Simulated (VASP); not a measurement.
A run of VASP 6.6.1:

INCAR

```
SYSTEM = Si
ALGO     = Normal         ! electronic algorithm
EDIFF    = 1E-6           ! SCF threshold, eV
ENCUT    = 520            ! plane-wave cutoff, eV
GGA      = PE             ! functional
ISIF     = 2              ! what is computed and relaxed
ISMEAR   = 0              ! smearing method
LASPH    = .TRUE.         ! aspherical terms in the spheres
LCHARG   = .FALSE.        ! write CHGCAR
LREAL    = .FALSE.        ! projectors in reciprocal space
LWAVE    = .FALSE.        ! write WAVECAR
NBANDS   = 11             ! bands
NELM     = 60             ! most SCF steps
PREC     = Accurate       ! precision mode
SIGMA    = 0.020999999999999998 ! smearing width, eV
```

File KPOINTS:

```
k-points
0
G
  8 8 8
  0 0 0
```

POSCAR

```
Si
1.0
    0.0000000000      2.7218511865      2.7218511865
    2.7218511865      0.0000000000      2.7218511865
    2.7218511865      2.7218511865      0.0000000000
Si
2
Direct
    0.5000000000      0.5000000000      0.5000000000
    0.7500000000      0.7500000000      0.7500000000
```

Potentials or basis: VASP PAW PBE potentials, release 64 (Si).

Command:

```console
$ cat potpaw_PBE.64/Si/POTCAR > POTCAR
$ mpirun -np 1 vasp_std > vasp.out
```

Hardware: 1 thread of Intel(R) Xeon(R) Platinum 8488C (Sapphire Rapids) (shared host).

How long does it take, and how much memory?

Run time: 15 s on 1 thread of Intel(R) Xeon(R) Platinum 8488C (Sapphire Rapids) (shared host), peak memory 0.15 GiB. Counts: scf iterations 11, k points 29.
